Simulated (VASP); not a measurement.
# Na (Pm-3m) in VASP: a series of runs

One crystal, Na, is run at these levels: PBE; tasks: single point.

Everything below comes from runs of VASP 6.6.1. Logs are shortened: lines on timing, memory, paths and dates and some standing lists are left out, and cuts for length are marked.

## 1. Starting point

The structure is cubic, space group Pm-3m (No. 221). Conventional cell: a = 3.361 Å, b = 3.361 Å, c = 3.361 Å, α = 90.00°, β = 90.00°, γ = 90.00°. Na (site symmetry m-3m) has 6 Na at 3.36 Å as nearest neighbours.

This isn't the form of Na at room conditions, which is bcc.

## 2. Single point, PBE

INCAR

```
PREC = Accurate ; ENCUT = 520
EDIFF = 1E-6 ; ISMEAR = 0
SIGMA = 0.15 ; LREAL = False
LASPH = True ; NELM = 100
ALGO = Normal ; ISIF = 2
LWAVE = False ; LCHARG = True
GGA = PE ; LELF = True
LVHAR = True ; NBANDS = 10
```

KPOINTS

```
Automatic mesh
0
Gamma
  18 18 18
```

POSCAR

```
Na
1.0
   -1.1204405758      2.2408811517      2.2408811517
    2.2408811517     -1.1204405758      2.2408811517
    2.2408811517      2.2408811517     -1.1204405758
Na
1
Direct
    0.0000000000      0.0000000000      0.0000000000
```

Potentials or basis: VASP PAW PBE potentials, release 64 (Na_pv).

Launch:

```console
cat potpaw_PBE.64/Na_pv/POTCAR > POTCAR
mpirun -np 1 vasp_std > vasp.out
```

OUTCAR:

```text
PREC = Accurate
   ENCUT = 520
   EDIFF = 1E-6
   ISMEAR = 0
   LREAL = False
   LASPH = True
   NELM = 100
   ISIF = 2
   GGA = PE

 ion  position               nearest neighbor table
   1  0.000  0.000  0.000-

  LATTYP: Found a simple cubic cell.
 ALAT       =     3.3613217275

  Lattice vectors:

 A1 = (  -1.1204405758,   2.2408811517,   2.2408811517)
 A2 = (   2.2408811517,  -1.1204405758,   2.2408811517)
 A3 = (   2.2408811517,   2.2408811517,  -1.1204405758)

Analysis of symmetry for initial positions (statically):
=====================================================================
 Subroutine PRICEL returns:
 Original cell was already a primitive cell.

 Routine SETGRP: Setting up the symmetry group for a
 simple cubic supercell.

 Subroutine GETGRP returns: Found 48 space group operations
 (whereof 48 operations were pure point group operations)
 out of a pool of 48 trial point group operations.

The static configuration has the point symmetry O_h .

Analysis of symmetry for dynamics (positions and initial velocities):
=====================================================================
 Subroutine PRICEL returns:
 Original cell was already a primitive cell.

 Routine SETGRP: Setting up the symmetry group for a
 simple cubic supercell.

 Subroutine GETGRP returns: Found 48 space group operations
 (whereof 48 operations were pure point group operations)
 out of a pool of 48 trial point group operations.

The dynamic configuration has the point symmetry O_h .

 Subroutine INISYM returns: Found 48 space group operations
 (whereof 48 operations are pure point group operations),
 and found     1 'primitive' translations

----------------------------------------------------------------------------------------

                                     Primitive cell

  volume of cell :      37.9778

  direct lattice vectors                    reciprocal lattice vectors
    -1.120440576  2.240881152  2.240881152    -0.099167340  0.198334679  0.198334679
     2.240881152 -1.120440576  2.240881152     0.198334679 -0.099167340  0.198334679
     2.240881152  2.240881152 -1.120440576     0.198334679  0.198334679 -0.099167340

  length of vectors
     3.361321728  3.361321728  3.361321728     0.297502019  0.297502019  0.297502019

  position of ions in fractional coordinates (direct lattice)
     0.000000000  0.000000000  0.000000000

  ion indices of the primitive-cell ions
   primitive index   ion index
                 1           1

----------------------------------------------------------------------------------------

 KPOINTS: Automatic mesh

Automatic generation of k-mesh.
 Grid dimensions read from file:
 generate k-points for:   18   18   18

 Generating k-lattice:

  Cartesian coordinates                     Fractional coordinates (reciprocal lattice)
    -0.005509297  0.011018593  0.011018593     0.055555556  0.000000000 -0.000000000
     0.011018593 -0.005509297  0.011018593     0.000000000  0.055555556 -0.000000000
     0.011018593  0.011018593 -0.005509297    -0.000000000 -0.000000000  0.055555556

  Length of vectors
     0.016527890  0.016527890  0.016527890

  Shift w.r.t. Gamma in fractional coordinates (k-lattice)
     0.000000000  0.000000000  0.000000000

 Subroutine IBZKPT returns following result:
 ===========================================

 Found    220 irreducible k-points:

 Following reciprocal coordinates:
            Coordinates               Weight
  0.000000  0.000000  0.000000      1.000000
  0.055556  0.000000  0.000000      6.000000
  0.111111  0.000000  0.000000      6.000000
  0.166667  0.000000  0.000000      6.000000
  0.222222  0.000000  0.000000      6.000000
  0.277778 -0.000000 -0.000000      6.000000
[... 16 lines left out ...]
  0.277778  0.111111  0.000000     24.000000
  0.333333  0.111111  0.000000     24.000000
 [... further k-points ...]
   k-points           NKPTS =    220   k-points in BZ     NKDIM =    220   number of bands    NBANDS=     10
   number of dos      NEDOS =    301   number of ions     NIONS =      1
   total plane-waves  NPLWV =  21952
   dimension x,y,z NGX =    28 NGY =   28 NGZ =   28
   dimension x,y,z NGXF=    56 NGYF=   56 NGZF=   56
   ions per type =               1
   NGX,Y,Z   is equivalent  to a cutoff of  13.85, 13.85, 13.85 a.u.
   NGXF,Y,Z  is equivalent  to a cutoff of  27.70, 27.70, 27.70 a.u.
 SYSTEM =  unknown system
   PREC   = accura    normal or accurate (medium, high low for compatibility)
   ISTART =      0    job   : 0-new  1-cont  2-samecut
   ICHARG =      2    charge: 1-file 2-atom 10-const
   ISPIN  =      1    spin polarized calculation?
   LNONCOLLINEAR =      F non collinear calculations
   LSORBIT =      F    spin-orbit coupling
   LASPH  =      T    aspherical Exc in radial PAW
   ENCUT  =  520.0 eV  38.22 Ry    6.18 a.u.   6.25  6.25  6.25*2*pi/ulx,y,z
   NELM   =    100;   NELMIN=  2; NELMDL= -5     # of ELM steps
   EDIFF  = 0.1E-05   stopping-criterion for ELM
   LREAL  =      F    real-space projection
   EDIFFG = 0.1E-04   stopping-criterion for IOM
   NSW    =      0    number of steps for IOM
   IBRION =     -1    ionic relax: 0-MD 1-quasi-New 2-CG
   NFREE  =      0    steps in history (QN), initial steepest desc. (CG)
   ISIF   =      2    stress and relaxation
   ISYM   =      2    0-nonsym 1-usesym 2-fastsym
   POTIM  = 0.5000    time-step for ionic-motion
   TEBEG  =    0.0;   TEEND  =   0.0 temperature during run
   PSTRESS=    0.0 pullay stress
   NELECT =       7.0000    total number of electrons
   NUPDOWN=      -1.0000    fix difference up-down
   EMIN   =  10.00;   EMAX   =-10.00  energy-range for DOS
   EFERMI =   0.00;   METHOD = LEGACY
   ISMEAR =     0;   SIGMA  =   0.15  broadening in eV -4-tet -1-fermi 0-gaus
   EFERMI_NEDOS =   21; number of points for ismear=-14 and -15
   IALGO  =     38    algorithm
   IMIX   =      4    mixing-type and parameters
     AMIX     =   0.40;   BMIX     =  1.00
     AMIX_MAG =   1.60;   BMIX_MAG =  1.00
  volume/ion in A,a.u.               =      37.98       256.29
  Fermi-wavevector in a.u.,A,eV,Ry     =   0.931674  1.760609 11.810087  0.868017
  Thomas-Fermi vector in A             =   2.058192
   LORBIT       =      0    0 simple, 1 ext, 2 COOP (PROOUT), +10 PAW based schemes
   GGA     = PE    functional components
   LHFCALC =     F    Hartree Fock is set to
   AEXX    =    0.0000 exact exchange contribution
   IVDW    =     0    specifies the selected vdW correction
   LEPSILON=     F    determine dielectric tensor
   LRPA    =     F    only Hartree local field effects (RPA)
 non-spin polarized calculation
 Gauss-broadening in eV      SIGMA  =   0.15
  energy-cutoff  :      520.00
  volume of cell :       37.98
 maximum number of plane-waves:      1064
 NGX is ok and might be reduce to    28

 number of electron       7.0000001 magnetization

 Free energy of the ion-electron system (eV)
  ---------------------------------------------------
  ext. energy  EPLUGINS =         0.00000000
  ---------------------------------------------------
  free energy    TOTEN  =        -1.19428129 eV

  energy without entropy =       -1.18924481  energy(sigma->0) =       -1.19176305

 E-fermi :   0.2838     XC(G=0):  -6.4306

 val. band max:        0.2674924099   @ k =   0.3889   0.2778   0.1111
 cond. band min:       0.2997385445   @ k =   0.5000   0.0000   0.0000
 fundamental gap:      0.0322461346
 Fermi energy:         0.2838113586

 k-point     1 :       0.0000    0.0000    0.0000
  band No.  band energies     occupation
      1     -24.8154      2.00000
      2     -24.8154      2.00000
      3     -24.8154      2.00000
      4      -2.9554      2.00000
      5       8.6798      0.00000
      6       8.6798      0.00000
      7      10.0602      0.00000
      8      10.0602      0.00000
      9      10.0602      0.00000
     10      13.0184      0.00000

 k-point     2 :       0.0556    0.0000    0.0000
  band No.  band energies     occupation
      1     -24.8171      2.00000
      2     -24.8153      2.00000
      3     -24.8153      2.00000
      4      -2.9129      2.00000
      5       8.0705      0.00000
      6       8.7185      0.00000
      7      10.0940      0.00000
      8      10.0940      0.00000
      9      10.5095      0.00000
     10      13.2813      0.00000

 k-point     3 :       0.1111    0.0000    0.0000
  band No.  band energies     occupation
      1     -24.8218      2.00000
      2     -24.8149      2.00000
      3     -24.8149      2.00000
      4      -2.7855      2.00000
      5       7.0299      0.00000
      6       8.8345      0.00000
      7      10.1954      0.00000
      8      10.1954      0.00000
      9      11.0853      0.00000
     10      14.0520      0.00000

 k-point     4 :       0.1667    0.0000    0.0000
  band No.  band energies     occupation
      1     -24.8290      2.00000
      2     -24.8143      2.00000
      3     -24.8143      2.00000
      4      -2.5739      2.00000
      5       5.9411      0.00000
      6       9.0267      0.00000
      7      10.3643      0.00000
      8      10.3643      0.00000
      9      11.5299      0.00000
     10      15.1944      0.00000
[... 222 lines left out ...]
 k-point    22 :       0.2222    0.1111    0.0000
  band No.  band energies     occupation
      1     -24.8372      2.00000
      2     -24.8198      2.00000
      3     -24.8130      2.00000
      4      -2.1112      2.00000
      5       5.0118      0.00000
      6       7.7654      0.00000
      7      10.7372      0.00000
      8      10.7488      0.00000
      9      13.6137      0.00000
     10      14.8509      0.00000

 k-point    23 :       0.2778    0.1111    0.0000
  band No.  band energies     occupation
      1     -24.8466      2.00000
      2     -24.8189      2.00000
      3     -24.8122      2.00000
      4      -1.7355      2.00000
      5       4.0035      0.00000
      6       8.0904      0.00000
      7      11.0298      0.00000
      8      11.0409      0.00000
      9      13.9108      0.00000
     10      14.0208      0.00000

 k-point    24 :       0.3333    0.1111    0.0000
  band No.  band energies     occupation
      1     -24.8554      2.00000
      2     -24.8181      2.00000
      3     -24.8114      2.00000
      4      -1.2797      2.00000
      5       3.0461      0.00000
      6       8.4946      0.00000
      7      11.2606      0.00000
      8      11.4098      0.00000
      9      13.1938      0.00000
     10      14.3376      0.00000

 [... further k-points ...]

------------------------ aborting loop because EDIFF is reached ----------------------------------------

  FORCE on cell =-STRESS in cart. coord.  units (eV):
  Direction    XX          YY          ZZ          XY          YZ          ZX
  --------------------------------------------------------------------------------------
  -------------------------------------------------------------------------------------
  Total        0.0704982      0.0704982      0.0704982      0.0000000      0.0000000      0.0000000
  in kB        2.9741188      2.9741188      2.9741188      0.0000000      0.0000000      0.0000000
  external PRESSURE =       2.9741188 kB  Pullay stress =       0.0000000 kB

 VOLUME and BASIS-vectors are now :
 -----------------------------------------------------------------------------
  energy-cutoff  :      520.00
  volume of cell :       37.98
      direct lattice vectors                 reciprocal lattice vectors
    -1.120440576  2.240881152  2.240881152    -0.099167340  0.198334679  0.198334679
     2.240881152 -1.120440576  2.240881152     0.198334679 -0.099167340  0.198334679
     2.240881152  2.240881152 -1.120440576     0.198334679  0.198334679 -0.099167340

 POSITION                                       TOTAL-FORCE (eV/Angst)
 -----------------------------------------------------------------------------------
      0.00000      0.00000      0.00000         0.000000      0.000000     -0.000000
 -----------------------------------------------------------------------------------
    total drift:                               -0.000000     -0.000000     -0.000000

  FREE ENERGIE OF THE ION-ELECTRON SYSTEM (eV)
  ---------------------------------------------------
  free  energy   TOTEN  =        -1.1942812883 eV

  energy  without entropy=       -1.1892448149  energy(sigma->0) =       -1.19176305
```

Run time: 72 s. Hardware: 1 thread of Intel Xeon Platinum 8175M at 2.50GHz (Skylake/Cascade Lake), shared host; peak memory 0.2 GiB.

Results:

| Property | Result |
| --- | --- |
| Free energy | -1.1943 eV |
| Pressure | 0.3 GPa |
| Band gap on the k mesh | none (metal or under the smearing width) |

Levels at points of the mesh, in eV from the Fermi level:
| k point | band 1 | band 2 | band 3 | band 4 | band 5 | band 6 | band 7 | band 8 |
| --- | --- | --- | --- | --- | --- | --- | --- | --- |
| (0.00, 0.00, 0.00) | -25.10 | -25.10 | -25.10 | -3.24 | 8.40 | 8.40 | 9.78 | 9.78 |
| (0.50, 0.00, 0.00) | -25.15 | -25.09 | -25.09 | 0.02 | 0.21 | 10.74 | 12.16 | 12.16 |
| (0.50, 0.50, 0.00) | -25.15 | -25.15 | -25.09 | 3.05 | 3.05 | 3.20 | 4.14 | 14.55 |
| (0.50, 0.50, 0.50) | -25.14 | -25.14 | -25.14 | 5.94 | 5.94 | 5.94 | 6.14 | 6.14 |

## 3. Single point, PBE

INCAR

```
PREC = Accurate ; ENCUT = 520
EDIFF = 1E-6 ; ISMEAR = 0
SIGMA = 0.15 ; LREAL = F
LASPH = T ; NELM = 100
ALGO = Normal ; ISIF = 2
LWAVE = F ; LCHARG = T
GGA = PE ; LELF = T
LVHAR = T ; NBANDS = 10
```

KPOINTS

```
regular mesh
0
Gamma
  18 18 18
```

POSCAR

```
Na
1.0
   -1.3602342100      2.1882028595      2.1882028595
    2.1882028595     -1.3602342100      2.1882028595
    2.1882028595      2.1882028595     -1.3602342100
Na
1
Direct
    0.0000000000      0.0000000000      0.0000000000
```

Potentials or basis: VASP PAW PBE potentials, release 64 (Na_pv).

Launch:

```console
cat potpaw_PBE.64/Na_pv/POTCAR > POTCAR
mpirun -np 1 vasp_std > vasp.out
```

Wall time 3.8 min (1 thread of Intel Xeon Platinum 8175M at 2.50GHz (Skylake/Cascade Lake), shared host); peak memory 0.29 GiB.

Results (log left out):

```yaml
Free_energy: -1.2072 eV
Pressure: 0.2 GPa
Band_gap_on_the_k_mesh: none (metal or under the smearing width)
```

Stress tensor (GPa, compression positive):
```
 0.24 -0.33 -0.33
-0.33  0.24 -0.33
-0.33 -0.33  0.24
```

Levels at points of the mesh, in eV from the Fermi level:
```csv
k point,band 1,band 2,band 3,band 4,band 5,band 6
"(0.00, 0.00, 0.00)",-25.09,-25.09,-25.09,-3.25,8.55,8.55
"(0.50, 0.00, 0.00)",-25.14,-25.09,-25.09,0.04,0.24,10.10
"(0.50, 0.50, 0.00)",-25.14,-25.13,-25.08,2.37,2.88,3.88
"(0.50, 0.50, 0.50)",-25.14,-25.14,-25.12,5.34,5.34,5.49
```

## 4. Single point, PBE

This run uses another cell than the first one, of the same volume but with other edges.

INCAR

```
SYSTEM = Na
PREC = Accurate ; ENCUT = 520
EDIFF = 1E-6 ; ISMEAR = 0
SIGMA = 0.15 ; LREAL = .False.
LASPH = .True. ; NELM = 80
ALGO = Fast ; ISIF = 2
LWAVE = .False. ; LCHARG = .False.
GGA = PE ; NBANDS = 10
```

KPOINTS

```
regular mesh
0
Gamma
  18 18 18
  0 0 0
```

POSCAR

```
Na
1.0
   -2.3471440430      2.1236065151      2.1236065151
    2.1236065151     -2.3471440430      2.1236065151
    2.1236065151      2.1236065151     -2.3471440430
Na
1
Direct
    0.0000000000      0.0000000000      0.0000000000
```

Launch:

```console
cat potpaw_PBE.64/Na_pv/POTCAR > POTCAR
mpirun -np 1 vasp_std > vasp.out
```

It took 3.9 min on 1 thread of Intel Xeon Platinum 8175M at 2.50GHz (Skylake/Cascade Lake), shared host; peak memory 0.28 GiB.

The run converged. Its results:

| Property | Result |
| --- | --- |
| Free energy | -1.2838 eV |
| Pressure | -0.2 GPa |
| Band gap on the k mesh | none (metal or under the smearing width) |

Stress tensor (GPa, compression positive):
```
-0.19  0.83  0.83
 0.83 -0.19  0.83
 0.83  0.83 -0.19
```

Levels at points of the mesh, in eV from the Fermi level:
```
           k point  band 1  band 2  band 3  band 4  band 5  band 6  band 7  band 8
(0.00, 0.00, 0.00)  -24.98  -24.97  -24.97   -3.24   10.53   10.53   10.94   11.47
(0.50, 0.00, 0.00)  -25.04  -24.98  -24.97    1.20    1.74    7.90    8.58    8.84
(0.50, 0.50, 0.00)  -25.00  -24.98  -24.98    0.38    0.70    7.63    7.73   11.63
(0.50, 0.50, 0.50)  -25.04  -24.98  -24.98    4.56    4.56    4.66    5.03    5.03
```
